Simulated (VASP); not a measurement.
# Ga (Pm-3m) in VASP: a series of runs

One crystal, Ga, is run at these levels: HSE06; tasks: single point.

Program: VASP 6.6.1. These are calculated values, not measurements. Logs are shortened: lines on timing, memory, paths and dates and some standing lists are left out, and cuts for length are marked.

**1. The crystal as given**

The structure is cubic, space group Pm-3m (No. 221). The conventional cell has a = 2.716 Å, b = 2.716 Å, c = 2.716 Å, α = 90.00°, β = 90.00°, γ = 90.00°. Around Ga (site symmetry m-3m) lie 6 Ga at 2.72 Å.

The cell was built by a generator and needn't be a form met in nature.

**2. Single point, HSE06**

Input file POSCAR:

```
Ga
1.0
    2.7164800000      0.0000000000      0.0000000000
    0.0000000000      2.7164800000      0.0000000000
    0.0000000000      0.0000000000      2.7164800000
Ga
1
Direct
    0.0000000000      0.0000000000      0.0000000000
```

Input file INCAR.step1:

```
SYSTEM = Ga
  PREC = Accurate
  ENCUT = 520
  EDIFF = 1E-5
  ISMEAR = 0
  SIGMA = 0.1
  LREAL = .FALSE.
  LASPH = .TRUE.
  NELM = 100
  ALGO = Normal
  ISIF = 2
  LWAVE = .TRUE.
  GGA = PE
  NBANDS = 12
```

Input file INCAR.step2:

```
SYSTEM = Ga
  PREC = Accurate
  ENCUT = 520
  EDIFF = 1E-6
  ISMEAR = 0
  SIGMA = 0.1
  LREAL = .FALSE.
  LASPH = .TRUE.
  NELM = 100
  ALGO = Normal
  ISIF = 2
  LWAVE = .FALSE.
  LCHARG = .TRUE.
  GGA = PE
  LHFCALC = .TRUE.
  HFSCREEN = 0.2079
  PRECFOCK = Normal
  LELF = .TRUE.
  LVHAR = .TRUE.
  ISTART = 1
  NBANDS = 12
```

Input file KPOINTS:

```
regular mesh
0
G
  5 5 5
  0 0 0
```

Potentials or basis: VASP PAW PBE potentials, release 64 (Ga_d).

Started as:

```
cat potpaw_PBE.64/Ga_d/POTCAR > POTCAR
cp INCAR.step1 INCAR
mpirun -np 1 vasp_std > vasp.out
cp INCAR.step2 INCAR
mpirun -np 1 vasp_std > vasp.out
```

OUTCAR:

```text
SYSTEM = Ga
   PREC = Accurate
   ENCUT = 520
   EDIFF = 1E-6
   ISMEAR = 0
   LREAL = .FALSE.
   LASPH = .TRUE.
   NELM = 100
   ISIF = 2
   GGA = PE
   LHFCALC = .TRUE.
   HFSCREEN = 0.2079
   PRECFOCK = Normal
   ISTART = 1

 ion  position               nearest neighbor table
   1  0.000  0.000  0.000-

  LATTYP: Found a simple cubic cell.
 ALAT       =     2.7164800000

  Lattice vectors:

 A1 = (   2.7164800000,   0.0000000000,   0.0000000000)
 A2 = (   0.0000000000,   2.7164800000,   0.0000000000)
 A3 = (   0.0000000000,   0.0000000000,   2.7164800000)

Analysis of symmetry for initial positions (statically):
=====================================================================
 Subroutine PRICEL returns:
 Original cell was already a primitive cell.

 Routine SETGRP: Setting up the symmetry group for a
 simple cubic supercell.

 Subroutine GETGRP returns: Found 48 space group operations
 (whereof 48 operations were pure point group operations)
 out of a pool of 48 trial point group operations.

The static configuration has the point symmetry O_h .

Analysis of symmetry for dynamics (positions and initial velocities):
=====================================================================
 Subroutine PRICEL returns:
 Original cell was already a primitive cell.

 Routine SETGRP: Setting up the symmetry group for a
 simple cubic supercell.

 Subroutine GETGRP returns: Found 48 space group operations
 (whereof 48 operations were pure point group operations)
 out of a pool of 48 trial point group operations.

The dynamic configuration has the point symmetry O_h .

 Subroutine INISYM returns: Found 48 space group operations
 (whereof 48 operations are pure point group operations),
 and found     1 'primitive' translations

----------------------------------------------------------------------------------------

                                     Primitive cell

  volume of cell :      20.0456

  direct lattice vectors                    reciprocal lattice vectors
     2.716480000  0.000000000  0.000000000     0.368123454  0.000000000  0.000000000
     0.000000000  2.716480000  0.000000000     0.000000000  0.368123454  0.000000000
     0.000000000  0.000000000  2.716480000     0.000000000  0.000000000  0.368123454

  length of vectors
     2.716480000  2.716480000  2.716480000     0.368123454  0.368123454  0.368123454

  position of ions in fractional coordinates (direct lattice)
[... 78 lines left out ...]
   EFERMI_NEDOS =   21; number of points for ismear=-14 and -15
   IALGO  =     38    algorithm
   IMIX   =      1    mixing-type and parameters
     AMIX     =   0.40;   BMIX     =  1.00
     AMIX_MAG =   1.60;   BMIX_MAG =  1.00
  volume/ion in A,a.u.               =      20.05       135.27
  Fermi-wavevector in a.u.,A,eV,Ry     =   1.417042  2.677821 27.320614  2.008008
  Thomas-Fermi vector in A             =   2.538314
   LORBIT       =      0    0 simple, 1 ext, 2 COOP (PROOUT), +10 PAW based schemes
   GGA     = PE    functional components
   LHFCALC =     T    Hartree Fock is set to
   PRECFOCK=normal    Normal, Fast or Accurate (Low or Medium for compatibility)
   ENCUT4O =  -1.0   cutoff for four orbital integrals eV
   NKREDX  =     1    reduce k-point grid by
   NKREDY  =     1    reduce k-point grid by
   NKREDZ  =     1    reduce k-point grid by
   AEXX    =    0.2500 exact exchange contribution
   HFSCREEN=    0.2079 screening length (either q_TF or 0.3 A-1)
   HFSCREENC=   0.2079 screening length for correlation (either q_TF or 0.3 A-1)
   ENCUTFOCK=  -1.0 apply spherical cutoff to Coloumb kernel
   IVDW    =     0    specifies the selected vdW correction
   LEPSILON=     F    determine dielectric tensor
   LRPA    =     F    only Hartree local field effects (RPA)
 non-spin polarized calculation
 Gauss-broadening in eV      SIGMA  =   0.10
  energy-cutoff  :      520.00
  volume of cell :       20.05
 maximum number of plane-waves:       549
  NGX = 16; NGY = 16; NGZ = 16

 number of electron      13.0000027 magnetization

 Free energy of the ion-electron system (eV)
  ---------------------------------------------------
  ext. energy  EPLUGINS =         0.00000000
  ---------------------------------------------------
  free energy    TOTEN  =        -3.23475686 eV

  energy without entropy =       -3.23009712  energy(sigma->0) =       -3.23242699

 E-fermi :   4.5544     XC(G=0):  -8.7782

 val. band max:        4.5156185399   @ k =   0.4000   0.4000   0.0000
 cond. band min:       5.4446238590   @ k =   0.4000   0.4000   0.2000
 fundamental gap:      0.9290053192
 Fermi energy:         4.5544049225

 k-point     1 :       0.0000    0.0000    0.0000
  band No.  band energies     occupation
      1     -13.2893      2.00000
      2     -13.2893      2.00000
      3     -12.7830      2.00000
      4     -12.7830      2.00000
      5     -12.7830      2.00000
      6      -7.2260      2.00000
      7      14.5620      0.00000
      8      14.5620      0.00000
      9      14.5620      0.00000
     10      17.3018      0.00000
     11      17.3018      0.00000
     12      19.9535      0.00000
[... 121 lines left out ...]
 k-point    10 :       0.4000    0.4000    0.4000
  band No.  band energies     occupation
      1     -13.0841      2.00000
      2     -13.0746      2.00000
      3     -13.0746      2.00000
      4     -12.7026      2.00000
      5     -12.7026      2.00000
      6       3.5448      2.00000
      7       7.6664      0.00000
      8       7.6664      0.00000
      9      10.5035      0.00000
     10      14.2858      0.00000
     11      14.8038      0.00000
     12      14.8038      0.00000

------------------------ aborting loop because EDIFF is reached ----------------------------------------

  FORCE on cell =-STRESS in cart. coord.  units (eV):
  Direction    XX          YY          ZZ          XY          YZ          ZX
  --------------------------------------------------------------------------------------
  -------------------------------------------------------------------------------------
  Total       -0.1602407     -0.1602407     -0.1602407     -0.0000000     -0.0000000      0.0000000
  in kB      -12.8074839    -12.8074839    -12.8074839     -0.0000000     -0.0000000      0.0000000
  external PRESSURE =     -12.8074839 kB  Pullay stress =       0.0000000 kB

 VOLUME and BASIS-vectors are now :
 -----------------------------------------------------------------------------
  energy-cutoff  :      520.00
  volume of cell :       20.05
      direct lattice vectors                 reciprocal lattice vectors
     2.716480000  0.000000000  0.000000000     0.368123454  0.000000000  0.000000000
     0.000000000  2.716480000  0.000000000     0.000000000  0.368123454  0.000000000
     0.000000000  0.000000000  2.716480000     0.000000000  0.000000000  0.368123454

 POSITION                                       TOTAL-FORCE (eV/Angst)
 -----------------------------------------------------------------------------------
      0.00000      0.00000      0.00000         0.000000      0.000000      0.000000
 -----------------------------------------------------------------------------------
    total drift:                                0.000002      0.000018     -0.000003

  FREE ENERGIE OF THE ION-ELECTRON SYSTEM (eV)
  ---------------------------------------------------
  free  energy   TOTEN  =        -3.2347568596 eV

  energy  without entropy=       -3.2300971189  energy(sigma->0) =       -3.23242699
```

OUTCAR.step1:

```text
SYSTEM = Ga
   PREC = Accurate
   ENCUT = 520
   EDIFF = 1E-5
   ISMEAR = 0
   LREAL = .FALSE.
   LASPH = .TRUE.
   NELM = 100
[... 350 lines left out ...]
 -----------------------------------------------------------------------------------
      0.00000      0.00000      0.00000         0.000000      0.000000      0.000000
 -----------------------------------------------------------------------------------
    total drift:                               -0.000000      0.000000      0.000000

  FREE ENERGIE OF THE ION-ELECTRON SYSTEM (eV)
  ---------------------------------------------------
  free  energy   TOTEN  =        -2.8561159474 eV

  energy  without entropy=       -2.8514562066  energy(sigma->0) =       -2.85378608
```

OSZICAR.step1:

```text
N       E                     dE             d eps       ncg     rms          rms(c)
DAV:   1     0.401415576609E+02    0.40142E+02   -0.64541E+03   264   0.181E+03
DAV:   2    -0.877703924415E+00   -0.41019E+02   -0.38929E+02   252   0.244E+02
DAV:   3    -0.286235592891E+01   -0.19847E+01   -0.19800E+01   284   0.447E+01
DAV:   4    -0.287836052613E+01   -0.16005E-01   -0.16002E-01   256   0.431E+00
DAV:   5    -0.287857750138E+01   -0.21698E-03   -0.21697E-03   292   0.463E-01    0.899E-01
DAV:   6    -0.285907203978E+01    0.19505E-01   -0.40046E-02   280   0.387E+00    0.448E-01
DAV:   7    -0.285636108076E+01    0.27110E-02   -0.69516E-03   324   0.132E+00    0.132E-01
DAV:   8    -0.285610822534E+01    0.25286E-03   -0.73018E-04   284   0.431E-01    0.140E-02
DAV:   9    -0.285611594737E+01   -0.77220E-05   -0.11279E-05   212   0.372E-02
   1 F= -.28561159E+01 E0= -.28537861E+01  d E =-.465974E-02
```

It took 2.1 min on 1 thread of Intel Xeon Platinum 8488C (Sapphire Rapids), shared host; peak memory 0.22 GiB.

Results:

```
Free energy            : -3.2348 eV
Pressure               : -1.3 GPa
Band gap on the k mesh : none (metal or under the smearing width)
```

Levels at points of the mesh, in eV from the Fermi level:
| k point | band 4 | band 5 | band 6 | band 7 | band 8 | band 9 |
| --- | --- | --- | --- | --- | --- | --- |
| (0.00, 0.00, 0.00) | -17.34 | -17.34 | -11.78 | 10.01 | 10.01 | 10.01 |

Caveat: the k mesh is coarse (spacing up to 0.46 Å⁻¹), so the values aren't converged, least of all with exact exchange; the PAW data sets were made with another functional, which shifts forces and pressure a little.

**3. Single point, HSE06**

POSCAR is that of step 2.

Input file INCAR.step1:

```
  PREC = Accurate
  ENCUT = 520
  EDIFF = 1E-5
  ISMEAR = 0
  SIGMA = 0.1
  LREAL = False
  LASPH = True
  NELM = 100
  ALGO = Normal
  ISIF = 2
  LWAVE = True
  LCHARG = False
  NBANDS = 12
  GGA = PE
```

Input file INCAR.step2:

```
  PREC = Accurate
  ENCUT = 520
  EDIFF = 1E-6
  ISMEAR = 0
  SIGMA = 0.1
  LREAL = False
  LASPH = True
  NELM = 100
  ALGO = Normal
  ISIF = 2
  LWAVE = False
  LCHARG = False
  GGA = PE
  LHFCALC = True
  HFSCREEN = 0.2079
  PRECFOCK = Normal
  NBANDS = 12
  ISTART = 1
```

Input file KPOINTS:

```
Automatic mesh
0
Gamma
  5 5 5
```

Potentials or basis: VASP PAW PBE potentials, release 64 (Ga_d).

Started as:

```
cat potpaw_PBE.64/Ga_d/POTCAR > POTCAR
cp INCAR.step1 INCAR
mpirun -np 1 vasp_std > vasp.out
cp INCAR.step2 INCAR
mpirun -np 1 vasp_std > vasp.out
```

Wall time 1.8 min (1 thread of Intel Xeon Platinum 8488C (Sapphire Rapids), shared host); peak memory 0.23 GiB.

It converged, with:

```yaml
Free_energy: -3.2348 eV
Pressure: -1.3 GPa
Band_gap_on_the_k_mesh: none (metal or under the smearing width)
```

Levels at points of the mesh, in eV from the Fermi level:
```
           k point  band 2  band 3  band 4  band 5  band 6  band 7  band 8  band 9  band 10  band 11
(0.00, 0.00, 0.00)  -17.84  -17.34  -17.34  -17.34  -11.78   10.01   10.01   10.01    12.75    12.75
```

Caveat: the k mesh is coarse (spacing up to 0.46 Å⁻¹), so the values aren't converged, least of all with exact exchange; the PAW data sets were made with another functional, which shifts forces and pressure a little.
